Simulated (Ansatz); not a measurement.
**VBiO4: 209Bi nuclear quadrupole resonance**

Cell: a COD entry whose atoms were relaxed with PBE, the cell held.

Space group I4_1/amd:1 (No. 141); a = 7.3030, c = 6.5840 Å.

| site | Wyckoff | site symmetry | x | y | z |
| --- | --- | --- | --- | --- | --- |
| V | 4b | -4m2 | 0.0000 | 0.0000 | 0.5000 |
| Bi | 4a | -4m2 | 0.0000 | 0.5000 | 0.2500 |
| O | 16h | .m. | 0.5000 | 0.3183 | 0.8325 |

One atom of each set is listed; the run and its k-mesh use a cell of 12 atoms with edges of 6.12, 6.12, 6.12 Å.

Level of theory: DFT, PBE, plane waves and PAW, with spin–orbit coupling, 420 eV cutoff, Γ-centred 4×4×4 k-points, Fermi–Dirac smearing 0.02 eV (Ansatz 0.2.0).

209Bi: I = 9/2, Q = -516.0 mb (year-2017 value). Static lattice, zero field.

**Question.** At which frequencies do the 209Bi NQR lines lie?

**Answer.** For I = 9/2 and η = 0 the lines are |C_Q|/24 times 1, 2, 3 and 4; η shifts the lowest up most.

```json
{"site": "Bi", "atoms": "2", "V_zz (10²¹ V/m²)": "14.30", "C_Q (MHz)": "-178", "η": "0.00", "line frequencies (MHz)": "7.43, 14.9, 22.3, 29.7"}
```

An axis of threefold or higher order runs through Bi, so V_zz lies along it and η is zero.

Newer work puts Q(²⁰⁹Bi) near −420 mb, which would lower these couplings by about a fifth.
